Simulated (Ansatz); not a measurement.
# TePb: energies, forces and stress near the listed structure

How do energy, forces, pressure and gap of TePb change under moves of single atoms, random distortions, further strains and shifts, swapped elements, distortions that keep the symmetry, other functionals? Each case is one self-consistent run.

Computed with Ansatz 0.2.0 (DFT PBE, scalar-relativistic, plane waves, PAW, unless a step's input says otherwise).

1 further run of the same task is left out (set aside as unsound or not needed).

**1. The starting structure**

The structure is cubic, space group Fm-3m (No. 225). The conventional cell has a = 6.454 Å, b = 6.454 Å, c = 6.454 Å, α = 90.00°, β = 90.00°, γ = 90.00°. Around Te (site symmetry m-3m) lie 6 Pb at 3.23 Å. Around Pb (site symmetry m-3m) lie 6 Te at 3.23 Å.

Coordinates:

```
Te Pb
1.0
     0.00000    3.22700    3.22700
     3.22700    0.00000    3.22700
     3.22700    3.22700    0.00000
Te Pb
1 1
Direct
  0.50000 0.50000 0.50000
  0.00000 0.00000 0.00000
```

The structure comes from the Crystallography Open Database.

**2. A distortion that keeps the symmetry**

Against the listed cell: strain xx, yy, zz, yz, xz, xy = -3.1, -3.1, -3.1, +0.0, +0.0, +0.0 %.

input.yaml reads:

```yaml
crystal:
  lattice:
    - [0.0, 3.12670484, 3.12670484]
    - [3.12670484, 0.0, 3.12670484]
    - [3.12670484, 3.12670484, 0.0]
  atoms:
    - { symbol: Te, position: [0.5, 0.5, 0.5] }
    - { symbol: Pb, position: [0.0, 0.0, 0.0] }
basis:
  ecutwfc: 420
kpoints:
  mp_grid: { grid: [8, 8, 8] }
hamiltonian:
  xc: pbe
scf:
  occupations: { method: gaussian, width: 0.02 }
output:
  forces: true
  stress: true
  eigenvalues: true
```

Launch:

```bash
$ ansatz run input.yaml --threads 1 --pin off --max-ram 1331MiB --backend cpu --events-out ev --progress --plain --runs-dir out
```

**3. A single atom displaced**

input.yaml reads:

```yaml
crystal:
  lattice:
    - [0.0, 3.227, 3.227]
    - [3.227, 0.0, 3.227]
    - [3.227, 3.227, 0.0]
  atoms:
    - { symbol: Te, position: [0.5069724202, 0.4930275798, 0.5069724202] }
    - { symbol: Pb, position: [0.0, 0.0, 0.0] }
basis:
  ecutwfc: 420
kpoints:
  mp_grid: { grid: [8, 8, 8] }
hamiltonian:
  xc: pbe
scf:
  occupations: { method: gaussian, width: 0.02 }
output:
  forces: true
  stress: true
  eigenvalues: true
```

**4. A change within the space group**

input.yaml reads:

```yaml
crystal:
  lattice:
    - [0.0, 3.17036615, 3.17036615]
    - [3.17036615, 0.0, 3.17036615]
    - [3.17036615, 3.17036615, 0.0]
  atoms:
    - { symbol: Te, position: [0.5, 0.5, 0.5] }
    - { symbol: Pb, position: [0.0, 0.0, 0.0] }
basis:
  ecutwfc: 420
kpoints:
  mp_grid: { grid: [8, 8, 8] }
hamiltonian:
  xc: pbe
scf:
  occupations: { method: gaussian, width: 0.02 }
output:
  forces: true
  stress: true
  eigenvalues: true
  populations: true
```

**5. Substitution of an element, cell strained: Te → O, first probe**

input.yaml reads:

```yaml
crystal:
  lattice:
    - [0.0, 2.8324989773, 2.8324989773]
    - [2.8324989773, 0.0, 2.8324989773]
    - [2.8324989773, 2.8324989773, 0.0]
  atoms:
    - { symbol: O, position: [0.5, 0.5, 0.5] }
    - { symbol: Pb, position: [0.0, 0.0, 0.0] }
basis:
  ecutwfc: 420
kpoints:
  mp_grid: { grid: [6, 6, 6] }
hamiltonian:
  xc: pbe
scf:
  occupations: { method: gaussian, width: 0.1 }
output:
  forces: true
  stress: true
  eigenvalues: true
```

**6. Substitution of an element, cell strained: Te → O**

input.yaml: that of step 5 with these lines changed.

```diff
@@ -11,3 +11,3 @@
 kpoints:
-  mp_grid: { grid: [6, 6, 6] }
+  mp_grid: { grid: [12, 12, 12] }
 hamiltonian:
@@ -15,3 +15,3 @@
 scf:
-  occupations: { method: gaussian, width: 0.1 }
+  occupations: { method: gaussian, width: 0.01 }
 output:
@@ -20 +20,2 @@
   eigenvalues: true
+  populations: true
```

**7. Functional and cell changed: PBEsol**

input.yaml reads:

```yaml
crystal:
  lattice:
    - [0.0, 3.35365975, 3.35365975]
    - [3.35365975, 0.0, 3.35365975]
    - [3.35365975, 3.35365975, 0.0]
  atoms:
    - { symbol: Te, position: [0.5, 0.5, 0.5] }
    - { symbol: Pb, position: [0.0, 0.0, 0.0] }
basis:
  ecutwfc: 420
kpoints:
  mp_grid: { grid: [8, 8, 8] }
hamiltonian:
  xc: pbesol
scf:
  occupations: { method: gaussian, width: 0.02 }
output:
  forces: true
  stress: true
  eigenvalues: true
```

**8. A random distortion, cell strained**

input.yaml reads:

```yaml
crystal:
  lattice:
    - [0.10623284, 3.16233092, 3.28692539]
    - [3.29892983, 0.13546946, 3.25768877]
    - [3.29331485, 3.12747932, 0.14108444]
  atoms:
    - { symbol: Te, position: [0.5108382399, 0.5002587543, 0.5035776263] }
    - { symbol: Pb, position: [-0.0108382399, -0.0002587543, -0.0035776263] }
basis:
  ecutwfc: 420
kpoints:
  mp_grid: { grid: [8, 8, 8] }
hamiltonian:
  xc: pbe
scf:
  occupations: { method: gaussian, width: 0.02 }
output:
  forces: true
  stress: true
  eigenvalues: true
  populations: true
```

**9. A change within a subgroup**

input.yaml reads:

```yaml
crystal:
  lattice:
    - [0.05121249, 3.08055874, 3.11205426]
    - [3.08055874, 0.05121249, 3.11205426]
    - [3.15842625, 3.15842625, -0.02665502]
  atoms:
    - { symbol: Te, position: [0.4671316959, 0.5328683041, 0.5] }
    - { symbol: Pb, position: [0.0328683041, -0.0328683041, 0.0] }
basis:
  ecutwfc: 420
kpoints:
  mp_grid: { grid: [8, 8, 8] }
hamiltonian:
  xc: pbe
scf:
  occupations: { method: gaussian, width: 0.02 }
output:
  forces: true
  stress: true
  eigenvalues: true
  populations: true
```

Q: Predict the outcome of this session. Wanted: for each run, case; energy; pressure; largest force.

As calculated:

```
step                                               case  energy (meV/atom)  pressure (GPa)  largest force (eV/Å)  gap on the mesh (eV)
   2               a distortion that keeps the symmetry               +0.0             8.0                  0.00                  0.49
   3                            a single atom displaced              -92.9             2.3                  0.03                  0.73
   4                    a change within the space group              -53.1             5.2                  0.00                  0.60
   6  substitution of an element, cell strained: Te → O                n/a           -11.5                  0.00                  0.14
   7                functional and cell changed: PBEsol                n/a            -4.1                  0.00                  0.86
   8                 a random distortion, cell strained              -17.2             5.7                  0.24                  0.06
   9                         a change within a subgroup              +95.2            10.9                  0.90                  0.23
```

Energies are counted from step 2, with the smearing taken to zero. Other atoms or functionals have another zero of energy (n/a). 

Among the distorted cells of the listed formula and level the largest force, 0.90 eV/Å, comes in step 9, shared by 2 atoms. The pressure is 10.9 GPa in the smallest cell and 2.3 GPa in the largest; between them shape and moved atoms count too. Among the distorted cells of the listed formula and level the gap runs from 0.06 eV to 0.73 eV. These runs have no spin-orbit coupling; with Pb, Te it would split and shift bands.

These are semilocal Kohn-Sham gaps, which aren't the measured quantity. Such gaps usually fall short of the measured ones; spin-orbit coupling, left out here, narrows gaps with Pb, Te, so the two errors partly cancel.
